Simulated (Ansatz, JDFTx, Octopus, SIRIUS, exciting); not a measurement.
One calculation of P, 6 ways

```
P
1.0
     1.72573    0.99635    3.12968
    -1.72573    0.99635    3.12968
     0.00000   -1.99270    3.12968
P
2
Direct
  0.77292 0.77292 0.77292
  0.22708 0.22708 0.22708
```

This isn't the form of P at room conditions, which is orthorhombic.

Alike in all runs: task single point; functional PBEsol; k mesh 9 × 9 × 9; occupations fermi-dirac, width 0.05 eV; no spin polarisation; no spin-orbit coupling. Pressure is positive in compression and, in plane waves, holds the error of the finite cutoff, which Ansatz's Pulay term estimates and takes out.

| program and potentials | plane-wave cutoff (eV) | notes | pressure (GPa) | largest force (eV/Å) |
| --- | --- | --- | --- | --- |
| Ansatz, Ansatz PAW | 420 | potentials made for PBE, which Ansatz adapts in part; Pulay term of +0.04 GPa included | -1.77 | 0.271 |
| SIRIUS, all-electron FP-LAPW, apw+lo standard | - | - | - | 0.264 |
| JDFTx, PseudoDojo-SR-PBEsol-0.4.1-standard with smoothed tails | 599 | - | -1.76 | 0.271 |
| exciting, all-electron LAPW+lo, shipped species files, valence relativity iora* | - | - | - | 0.286 |
| Octopus, pseudodojo_pbesol (PseudoDojo 0.4, PBEsol) | - | - | - | ? |
| Ansatz, all-electron LAPW, scalar-relativistic | - | - | -1.75 | 0.263 |

Problem. Estimate from the other rows what the run with Octopus, pseudodojo_pbesol (PseudoDojo 0.4, PBEsol) gave.

Solution. Largest force 0.275 eV/Å. The other rows, which needn't bracket it: pressure -1.77 to -1.75; largest force 0.263 to 0.286.
